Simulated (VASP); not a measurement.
# Te (R-3m) in VASP: settings compared

The runs below take Te through band structure, with SCAN, rSCAN, AM05.

Everything below comes from runs of VASP 6.6.1. Logs are shortened: lines on timing, memory, paths and dates and some standing lists are left out, and cuts for length are marked.

**1. Starting point**

The structure is trigonal, space group R-3m (No. 166). The conventional cell has a = 4.612 Å, b = 4.612 Å, c = 5.073 Å, α = 90.00°, β = 90.00°, γ = 120.00°. Te (site symmetry -3m) is surrounded by 6 Te at 3.15 Å.

This isn't the form of Te at room conditions, which is trigonal, of chains.

**2. Band structure, SCAN, spin-orbit coupling, no magnetisation**

The input, INCAR:

```
SYSTEM = Te
  PREC = Accurate
  ENCUT = 520
  EDIFF = 1E-7
  ISMEAR = -1
  SIGMA = 0.05
  LREAL = .False.
  LASPH = .True.
  NELM = 100
  ALGO = Normal
  ISIF = 2
  LWAVE = .False.
  LCHARG = .False.
  MAGMOM = 0 0 0
  LORBIT = 11
  LSORBIT = .True.
  GGA_COMPAT = .False.
  METAGGA = SCAN
  LMIXTAU = .True.
```

The input, KPOINTS:

```
Automatic mesh
0
Gamma
  7 7 7
  0 0 0
```

The input, POSCAR:

```
Te
1.0
    2.3059043427      1.3313144930      1.6909537039
   -2.3059043427      1.3313144930      1.6909537039
    0.0000000000     -2.6626289860      1.6909537039
Te
1
Direct
    0.5000000000      0.5000000000      0.5000000000
```

The input, KPOINTS_OPT:

```
path GPZQGFP1Q1LZ
15
line-mode
reciprocal
 0.0000000000  0.0000000000  0.0000000000  G
 0.4677709699 -0.5322290301  0.4677709699  P

 0.4677709699 -0.5322290301  0.4677709699  P
 0.5000000000 -0.5000000000  0.5000000000  Z

 0.5000000000 -0.5000000000  0.5000000000  Z
 0.4355419398  0.4355419398  0.4355419398  Q

 0.4355419398  0.4355419398  0.4355419398  Q
 0.0000000000  0.0000000000  0.0000000000  G

 0.0000000000  0.0000000000  0.0000000000  G
 0.5000000000 -0.5000000000  0.0000000000  F

 0.5000000000 -0.5000000000  0.0000000000  F
 0.5322290301 -0.4677709699 -0.4677709699  P1

 0.5322290301 -0.4677709699 -0.4677709699  P1
 0.5644580602 -0.4355419398 -0.4355419398  Q1

 0.5644580602 -0.4355419398 -0.4355419398  Q1
 0.5000000000  0.0000000000  0.0000000000  L

 0.5000000000  0.0000000000  0.0000000000  L
 0.5000000000 -0.5000000000  0.5000000000  Z
```

Potentials or basis: VASP PAW PBE potentials, release 64 (Te).

Started as:

```console
> cat potpaw_PBE.64/Te/POTCAR > POTCAR
> mpirun -np 1 vasp_ncl > vasp.out
```

OUTCAR:

```text
SYSTEM = Te
   PREC = Accurate
   ENCUT = 520
   EDIFF = 1E-7
   ISMEAR = -1
   LREAL = .False.
   LASPH = .True.
   NELM = 100
   ISIF = 2
   LORBIT = 11
   LSORBIT = .True.
   METAGGA = SCAN

 ion  position               nearest neighbor table
   1  0.500  0.500  0.500-

  LATTYP: Found a trigonal (rhomboedric) cell.
 ALAT       =     3.1541904739
 COS(alpha) =    -0.0688991668

  Lattice vectors:

 A1 = (   2.3059043427,   1.3313144930,   1.6909537039)
 A2 = (  -2.3059043427,   1.3313144930,   1.6909537039)
 A3 = (   0.0000000000,  -2.6626289860,   1.6909537039)

Analysis of symmetry for initial positions (statically):
=====================================================================
 Subroutine PRICEL returns:
 Original cell was already a primitive cell.

 Routine SETGRP: Setting up the symmetry group for a
 trigonal (rhombohedral) supercell.

 Subroutine GETGRP returns: Found 12 space group operations
 (whereof 12 operations were pure point group operations)
 out of a pool of 12 trial point group operations.

The static configuration has the point symmetry D_3d.

Analysis of symmetry for dynamics (positions and initial velocities):
=====================================================================
 Subroutine PRICEL returns:
 Original cell was already a primitive cell.

 Routine SETGRP: Setting up the symmetry group for a
 trigonal (rhombohedral) supercell.

 Subroutine GETGRP returns: Found 12 space group operations
 (whereof 12 operations were pure point group operations)
 out of a pool of 12 trial point group operations.

The dynamic configuration has the point symmetry D_3d.

Analysis of structural, dynamic, and magnetic symmetry:
=====================================================================
 Subroutine PRICEL returns:
 Original cell was already a primitive cell.

 Routine SETGRP: Setting up the symmetry group for a
 trigonal (rhombohedral) supercell.

 Subroutine GETGRP returns: Found 12 space group operations
 (whereof 12 operations were pure point group operations)
 out of a pool of 12 trial point group operations.

The overall configuration has the point symmetry D_3d.

 Subroutine INISYM returns: Found 12 space group operations
 (whereof 12 operations are pure point group operations),
 and found     1 'primitive' translations

----------------------------------------------------------------------------------------

                                     Primitive cell

  volume of cell :      31.1462

  direct lattice vectors                    reciprocal lattice vectors
     2.305904343  1.331314493  1.690953704     0.216834667  0.125189553  0.197127415
    -2.305904343  1.331314493  1.690953704    -0.216834667  0.125189553  0.197127415
     0.000000000 -2.662628986  1.690953704     0.000000000 -0.250379107  0.197127415

  length of vectors
     3.154190474  3.154190474  3.154190474     0.318667405  0.318667405  0.318667405

  position of ions in fractional coordinates (direct lattice)
     0.500000000  0.500000000  0.500000000

  ion indices of the primitive-cell ions
   primitive index   ion index
                 1           1

----------------------------------------------------------------------------------------

 KPOINTS: Automatic mesh

Automatic generation of k-mesh.
 Grid dimensions read from file:
 generate k-points for:    7    7    7

 Generating k-lattice:

  Cartesian coordinates                     Fractional coordinates (reciprocal lattice)
     0.030976381  0.017884222  0.028161059     0.142857143  0.000000000  0.000000000
    -0.030976381  0.017884222  0.028161059     0.000000000  0.142857143  0.000000000
     0.000000000 -0.035768444  0.028161059     0.000000000  0.000000000  0.142857143

  Length of vectors
     0.045523915  0.045523915  0.045523915

  Shift w.r.t. Gamma in fractional coordinates (k-lattice)
     0.000000000  0.000000000  0.000000000

 Subroutine IBZKPT returns following result:
 ===========================================

 Found     44 irreducible k-points:

 Following reciprocal coordinates:
[... 40 lines left out ...]
   LSORBIT =      T    spin-orbit coupling
   LASPH  =      T    aspherical Exc in radial PAW
   ENCUT  =  520.0 eV  38.22 Ry    6.18 a.u.   5.86  5.86  5.86*2*pi/ulx,y,z
   NELM   =    100;   NELMIN=  2; NELMDL= -5     # of ELM steps
   EDIFF  = 0.1E-06   stopping-criterion for ELM
   LREAL  =      F    real-space projection
   EDIFFG = 0.1E-05   stopping-criterion for IOM
   NSW    =      0    number of steps for IOM
   IBRION =     -1    ionic relax: 0-MD 1-quasi-New 2-CG
   NFREE  =      0    steps in history (QN), initial steepest desc. (CG)
   ISIF   =      2    stress and relaxation
   ISYM   =      2    0-nonsym 1-usesym 2-fastsym
   POTIM  = 0.5000    time-step for ionic-motion
   TEBEG  =    0.0;   TEEND  =   0.0 temperature during run
   PSTRESS=    0.0 pullay stress
   NELECT =       6.0000    total number of electrons
   NUPDOWN=      -1.0000    fix difference up-down
   EMIN   =  10.00;   EMAX   =-10.00  energy-range for DOS
   EFERMI =   0.00;   METHOD = LEGACY
   ISMEAR =    -1;   SIGMA  =   0.05  broadening in eV -4-tet -1-fermi 0-gaus
   EFERMI_NEDOS =   21; number of points for ismear=-14 and -15
   IALGO  =     38    algorithm
   IMIX   =      4    mixing-type and parameters
     AMIX     =   0.40;   BMIX     =  1.00
     AMIX_MAG =   1.60;   BMIX_MAG =  1.00
  volume/ion in A,a.u.               =      31.15       210.18
  Fermi-wavevector in a.u.,A,eV,Ry     =   0.945490  1.786717 12.162947  0.893951
  Thomas-Fermi vector in A             =   2.073397
   LORBIT       =     11    0 simple, 1 ext, 2 COOP (PROOUT), +10 PAW based schemes
   METAGGA = SCAN    functional components
   LHFCALC =     F    Hartree Fock is set to
   AEXX    =    0.0000 exact exchange contribution
   IVDW    =     0    specifies the selected vdW correction
   LEPSILON=     F    determine dielectric tensor
   LRPA    =     F    only Hartree local field effects (RPA)
  energy-cutoff  :      520.00
  volume of cell :       31.15
 maximum number of plane-waves:      1700
   NGX = 11   NGY = 11   NGZ = 11

 number of electron       5.9999999 magnetization       0.0000000      0.0000000      0.0000000

 number of electron       5.9999999 magnetization      -0.0000000      0.0000000      0.0000000

 number of electron       5.9999999 magnetization      -0.0000000      0.0000000     -0.0000000

 Free energy of the ion-electron system (eV)
  ---------------------------------------------------
  ext. energy  EPLUGINS =         0.00000000
  ---------------------------------------------------
  free energy    TOTEN  =       -37.30399376 eV

  energy without entropy =      -37.29815286  energy(sigma->0) =      -37.30107331

 E-fermi :   7.0951     XC(G=0):  -9.9303

 val. band max:        6.9583524425   @ k =   0.2857   0.1429   0.1429
 cond. band min:       7.1178098510   @ k =  -0.1429   0.1429   0.1429
 fundamental gap:      0.1594574085
 Fermi energy:         7.0950944728

 k-point     1 :       0.0000    0.0000    0.0000
  band No.  band energies     occupation
      1      -7.4244      1.00000
      2      -7.4244      1.00000
      3       7.5250      0.00018
      4       7.5250      0.00018
      5       8.5577      0.00000
      6       8.5577      0.00000
      7       8.8519      0.00000
      8       8.8519      0.00000
      9      13.2351      0.00000
     10      13.2351      0.00000
     11      13.2377      0.00000
     12      13.2378      0.00000
     13      13.9495      0.00000
     14      13.9495      0.00000
[... 377 lines left out ...]
      1      -4.2657      1.00000
      2      -4.2657      1.00000
      3       1.7670      1.00000
      4       1.7671      1.00000
      5       4.4733      1.00000
      6       4.4733      1.00000
      7       8.0301      0.00000
      8       8.0301      0.00000
      9      11.8412      0.00000
     10      11.8412      0.00000
     11      15.5270      0.00000
     12      15.5270      0.00000
     13      18.3692      0.00000
     14      18.3692      0.00000

 [... further k-points ...]

------------------------ aborting loop because EDIFF is reached ----------------------------------------

  FORCE on cell =-STRESS in cart. coord.  units (eV):
  Direction    XX          YY          ZZ          XY          YZ          ZX
  --------------------------------------------------------------------------------------
  -------------------------------------------------------------------------------------
  Total        0.0045546      0.0045546      0.0871218      0.0000000      0.0000000      0.0000000
  in kB        0.2342915      0.2342915      4.4815915      0.0000000      0.0000000      0.0000000
  external PRESSURE =       1.6500581 kB  Pullay stress =       0.0000000 kB

 VOLUME and BASIS-vectors are now :
 -----------------------------------------------------------------------------
  energy-cutoff  :      520.00
  volume of cell :       31.15
      direct lattice vectors                 reciprocal lattice vectors
     2.305904343  1.331314493  1.690953704     0.216834667  0.125189553  0.197127415
    -2.305904343  1.331314493  1.690953704    -0.216834667  0.125189553  0.197127415
     0.000000000 -2.662628986  1.690953704     0.000000000 -0.250379107  0.197127415

 POSITION                                       TOTAL-FORCE (eV/Angst)
 -----------------------------------------------------------------------------------
      0.00000      0.00000      2.53643         0.000000      0.000000     -0.000000
 -----------------------------------------------------------------------------------
    total drift:                                0.000000      0.000000     -0.000000

  FREE ENERGIE OF THE ION-ELECTRON SYSTEM (eV)
  ---------------------------------------------------
  free  energy   TOTEN  =       -37.3039937615 eV

  energy  without entropy=      -37.2981528587  energy(sigma->0) =      -37.30107331

 Spin-Orbit-Coupling matrix elements

 Ion:    1  E_soc:     -0.2340976
 l=   1
     0.0000000    -0.0384102    -0.0397964
    -0.0384102     0.0000000    -0.0384102
    -0.0397964    -0.0384102     0.0000000
 l=   2
     0.0000000    -0.0000348     0.0000000    -0.0000348    -0.0001144
    -0.0000348     0.0000000    -0.0000779    -0.0000228    -0.0000348
     0.0000000    -0.0000779     0.0000000    -0.0000779     0.0000000
    -0.0000348    -0.0000228    -0.0000779     0.0000000    -0.0000348
    -0.0001144    -0.0000348     0.0000000    -0.0000348     0.0000000
 l=   3
     0.0000000     0.0000000     0.0000000     0.0000000     0.0000000     0.0000000     0.0000000
     0.0000000     0.0000000     0.0000000     0.0000000     0.0000000     0.0000000     0.0000000
     0.0000000     0.0000000     0.0000000     0.0000000     0.0000000     0.0000000     0.0000000
     0.0000000     0.0000000     0.0000000     0.0000000     0.0000000     0.0000000     0.0000000
     0.0000000     0.0000000     0.0000000     0.0000000     0.0000000     0.0000000     0.0000000
     0.0000000     0.0000000     0.0000000     0.0000000     0.0000000     0.0000000     0.0000000
     0.0000000     0.0000000     0.0000000     0.0000000     0.0000000     0.0000000     0.0000000

 total charge

# of ion       s       p       d       tot
------------------------------------------
    1        1.428   1.770   0.048   3.246

 magnetization (x)

# of ion       s       p       d       tot
------------------------------------------
    1        0.000  -0.000  -0.000  -0.000

 magnetization (y)

# of ion       s       p       d       tot
------------------------------------------
    1        0.000   0.000   0.000   0.000

 magnetization (z)

# of ion       s       p       d       tot
------------------------------------------
    1        0.000   0.000   0.000   0.000
```

Run time: 3.4 min. Hardware: 1 thread of Intel Xeon Platinum 8559C (Emerald Rapids), shared host; peak memory 0.25 GiB.

What came out:

- Free energy: -37.3040 eV
- Pressure: 0.2 GPa
- Valence electrons inside the program's atomic spheres: Te 3.25

Caveat: the PAW data sets were made with another functional, which shifts forces and pressure a little.

(Part 1 of 2 ends here.)
